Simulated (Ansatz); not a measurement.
# C: the cost of one run

Method: DFT PBE, scalar-relativistic, plane waves, PAW, in Ansatz 0.2.0.

The COD entry's cell or inner coordinates are ideal or old and differ from later refinements, so a difference from it is no clean test against experiment.

## 1. Starting point

The structure is hexagonal, space group P6_3mc (No. 186). The conventional cell has a = 2.470 Å, b = 2.470 Å, c = 6.790 Å, α = 90.00°, β = 90.00°, γ = 120.00°. C (site symmetry 3m) is surrounded by 3 C at 1.43 Å.

Coordinates:

```cif
data_structure
_symmetry_space_group_name_H-M 'P 1'
_symmetry_Int_Tables_number 1
_cell_length_a 8.0254
_cell_length_b 8.0254
_cell_length_c 8.5563
_cell_angle_alpha 105.458
_cell_angle_beta 105.458
_cell_angle_gamma 115.573
_cell_volume 430.50
loop_
_atom_site_label
_atom_site_type_symbol
_atom_site_fract_x
_atom_site_fract_y
_atom_site_fract_z
_atom_site_occupancy
C1 C 0.00000 0.00000 0.00000 1
C2 C 0.50000 0.50000 0.00000 1
C3 C 0.66667 0.66667 0.83333 1
C4 C 0.16667 0.16667 0.83333 1
C5 C 0.33333 0.33333 0.66667 1
C6 C 0.83333 0.83333 0.66667 1
C7 C 0.00000 0.00000 0.50000 1
C8 C 0.50000 0.50000 0.50000 1
C9 C 0.66667 0.66667 0.33333 1
C10 C 0.16667 0.16667 0.33333 1
C11 C 0.33333 0.33333 0.16667 1
C12 C 0.83333 0.83333 0.16667 1
C13 C 0.75000 0.25000 0.00000 1
C14 C 0.25000 0.75000 0.00000 1
C15 C 0.41667 0.91667 0.83333 1
C16 C 0.91667 0.41667 0.83333 1
C17 C 0.08333 0.58333 0.66667 1
C18 C 0.58333 0.08333 0.66667 1
C19 C 0.75000 0.25000 0.50000 1
C20 C 0.25000 0.75000 0.50000 1
C21 C 0.41667 0.91667 0.33333 1
C22 C 0.91667 0.41667 0.33333 1
C23 C 0.08333 0.58333 0.16667 1
C24 C 0.58333 0.08333 0.16667 1
C25 C 0.16417 0.16917 0.00000 1
C26 C 0.66417 0.66917 0.00000 1
C27 C 0.83083 0.83583 0.83333 1
C28 C 0.33083 0.33583 0.83333 1
C29 C 0.49750 0.50250 0.66667 1
C30 C 0.99750 0.00250 0.66667 1
C31 C 0.16417 0.16917 0.50000 1
C32 C 0.66417 0.66917 0.50000 1
C33 C 0.83083 0.83583 0.33333 1
C34 C 0.33083 0.33583 0.33333 1
C35 C 0.49750 0.50250 0.16667 1
C36 C 0.99750 0.00250 0.16667 1
C37 C 0.58083 0.08583 0.00000 1
C38 C 0.08083 0.58583 0.00000 1
C39 C 0.24750 0.75250 0.83333 1
C40 C 0.74750 0.25250 0.83333 1
C41 C 0.91417 0.41917 0.66667 1
C42 C 0.41417 0.91917 0.66667 1
C43 C 0.58083 0.08583 0.50000 1
C44 C 0.08083 0.58583 0.50000 1
C45 C 0.24750 0.75250 0.33333 1
C46 C 0.74750 0.25250 0.33333 1
C47 C 0.91417 0.41917 0.16667 1
C48 C 0.41417 0.91917 0.16667 1
```

The runs take a perfect supercell of 48 atoms; the defect goes to fractional position (0.000, 0.000, 0.000).

## 2. The perfect supercell

The input, input.yaml:

```yaml
crystal:
  lattice:
    - [3.705, -2.139083, -6.79]
    - [3.705, -2.139083, 6.79]
    - [-7.41, -4.278165, 0.0]
  atoms:
    - { symbol: C, position: [0.0, 0.0, 0.0] }
    - { symbol: C, position: [0.5, 0.5, 0.0] }
    - { symbol: C, position: [0.666667, 0.666666, 0.833333] }
    - { symbol: C, position: [0.166667, 0.166666, 0.833333] }
    - { symbol: C, position: [0.333333, 0.333334, 0.666667] }
    - { symbol: C, position: [0.833333, 0.833334, 0.666667] }
    - { symbol: C, position: [0.0, 0.0, 0.5] }
    - { symbol: C, position: [0.5, 0.5, 0.5] }
    - { symbol: C, position: [0.666667, 0.666666, 0.333333] }
    - { symbol: C, position: [0.166667, 0.166666, 0.333333] }
    - { symbol: C, position: [0.333333, 0.333334, 0.166667] }
    - { symbol: C, position: [0.833333, 0.833334, 0.166667] }
    - { symbol: C, position: [0.75, 0.25, 0.0] }
    - { symbol: C, position: [0.25, 0.75, 0.0] }
    - { symbol: C, position: [0.416667, 0.916666, 0.833333] }
    - { symbol: C, position: [0.916667, 0.416666, 0.833333] }
    - { symbol: C, position: [0.083333, 0.583334, 0.666667] }
    - { symbol: C, position: [0.583333, 0.083334, 0.666667] }
    - { symbol: C, position: [0.75, 0.25, 0.5] }
    - { symbol: C, position: [0.25, 0.75, 0.5] }
    - { symbol: C, position: [0.416667, 0.916666, 0.333333] }
    - { symbol: C, position: [0.916667, 0.416666, 0.333333] }
    - { symbol: C, position: [0.083333, 0.583334, 0.166667] }
    - { symbol: C, position: [0.583333, 0.083334, 0.166667] }
    - { symbol: C, position: [0.164167, 0.169167, 0.0] }
    - { symbol: C, position: [0.664167, 0.669167, 0.0] }
    - { symbol: C, position: [0.830834, 0.835833, 0.833333] }
    - { symbol: C, position: [0.330834, 0.335833, 0.833333] }
    - { symbol: C, position: [0.4975, 0.502501, 0.666667] }
    - { symbol: C, position: [0.9975, 0.002501, 0.666667] }
    - { symbol: C, position: [0.164167, 0.169167, 0.5] }
    - { symbol: C, position: [0.664167, 0.669167, 0.5] }
    - { symbol: C, position: [0.830834, 0.835833, 0.333333] }
    - { symbol: C, position: [0.330834, 0.335833, 0.333333] }
    - { symbol: C, position: [0.4975, 0.502501, 0.166667] }
    - { symbol: C, position: [0.9975, 0.002501, 0.166667] }
    - { symbol: C, position: [0.580833, 0.085833, 0.0] }
    - { symbol: C, position: [0.080833, 0.585833, 0.0] }
    - { symbol: C, position: [0.2475, 0.752499, 0.833333] }
    - { symbol: C, position: [0.7475, 0.252499, 0.833333] }
    - { symbol: C, position: [0.914166, 0.419167, 0.666667] }
    - { symbol: C, position: [0.414166, 0.919167, 0.666667] }
    - { symbol: C, position: [0.580833, 0.085833, 0.5] }
    - { symbol: C, position: [0.080833, 0.585833, 0.5] }
    - { symbol: C, position: [0.2475, 0.752499, 0.333333] }
    - { symbol: C, position: [0.7475, 0.252499, 0.333333] }
    - { symbol: C, position: [0.914166, 0.419167, 0.166667] }
    - { symbol: C, position: [0.414166, 0.919167, 0.166667] }
basis:
  ecutwfc: 420
  fft_grid_basis: typed
kpoints:
  mp_grid: { grid: [2, 2, 2] }
hamiltonian:
  xc: pbe
  pseudopotentials: { kind: paw }
scf:
  occupations: { method: gaussian, width: 0.05 }
output:
  forces: true
  stress: false
  eigenvalues: true
  bader: false
  write_density: true
  volumetric_format: npy
```

The run is started by

```
$ ansatz run input.yaml --threads 4 --pin off --max-ram 10240MiB --backend cpu --events-out ev --progress --plain --runs-dir out
```

Q: Estimate wall time and peak memory on 4 threads of AMD EPYC 9R45 (Zen 5), shared host.

About 1.8 s, with a peak of 1.7 GiB.
